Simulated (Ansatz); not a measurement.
# WSe4 and its competing phases

Computed with Ansatz, DFT PBE, scalar-relativistic, plane waves, PAW. Settings: cutoff 420 eV, Γ-centred meshes spaced at most about 0.3 Å⁻¹, and about 0.25 Å⁻¹ or finer for metals (2π included), Gaussian smearing. No spin polarisation.

Energies over the elements count from the elements' standard structures at the same level, with no fitted energy shifts.

All energies are static (0 K, no zero-point motion). No dispersion correction is applied, so the spacing and binding between layers, chains or molecules are poorly described (WSe4 I-43m, WSe2 P6_3/mmc). These runs have no spin–orbit coupling, which can matter for W. The reference form of Se is held partly by dispersion forces, which this level lacks.

The competitors are the elements and 3 reference phases of this chemical system (from databases or known types: WSe, WSe2, WSe3), relaxed at the same level; other known phases may be missing.

The candidate was reached from: GeF4 type (I-43m).

```
CELL_PARAMETERS angstrom
-3.52223 3.52223 3.52223
3.52223 -3.52223 3.52223
3.52223 3.52223 -3.52223
ATOMIC_POSITIONS crystal
W 0.00000 0.00000 0.00000
Se 0.00000 0.61781 0.00000
Se 0.38219 0.38219 0.38219
Se 0.00000 0.00000 0.61781
Se 0.61781 0.00000 0.00000
```

Question: Into what would it decompose?

Answer: Its formation energy is 0.172 eV/atom. The lowest competing mixture at this composition is this:

```csv
phase,space group,source,share of atoms,ΔE_f (eV/atom)
Se,-,element,0.4000,0.000
WSe2,P6_3/mmc (No. 194),COD,0.6000,-0.561
```

The mixture lies at -0.337 eV/atom, and the candidate lies 0.51 eV/atom above it. The candidate matches no cell in the subsets of the Crystallography Open Database and the Materials Project at hand. A phase this far over the hull is unlikely to be made.
